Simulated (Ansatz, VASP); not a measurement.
**C: VASP beside Ansatz**

```xyz
2
Lattice="0.0000 1.7058 1.8480 1.7058 0.0000 1.8480 1.7058 1.7058 0.0000" Properties=species:S:1:pos:R:3 pbc="T T T"
C     1.7058    1.7058    1.8480
C     2.5587    2.5587    2.7720
```

Change from the starting cell: strain -0.040 along x and y, +0.040 along z, atoms carried along.

Alike in both runs: task single point; functional PBEsol; k mesh 12 × 12 × 12; occupations gaussian, width 0.05 eV; no spin polarisation.

|  | VASP | Ansatz |
| --- | --- | --- |
| version | VASP 6.6.1 | Ansatz 0.2.0 |
| potentials or method | VASP PAW PBE potentials, release 64 (C) | scalar-relativistic, plane waves, PAW |
| plane-wave cutoff (eV) | 520 | 420 |
| valence electrons in the cell | 8 | 8 |

```csv
,VASP,Ansatz,Ansatz less VASP
gap on the k mesh at the Fermi level (eV),3.12,3.13,+0.007
least direct gap on the mesh (eV),4.96,4.96,+0.002
pressure (GPa),22.0,20.7,-1.30
largest component of the traceless stress (GPa),56.12,56.17,+0.058
```

Caveats: so large a pressure means that the cell lies far from this level's equilibrium, or that cutoff or potentials fall short (VASP); the potentials were made for another functional, which shifts forces and pressure (VASP).
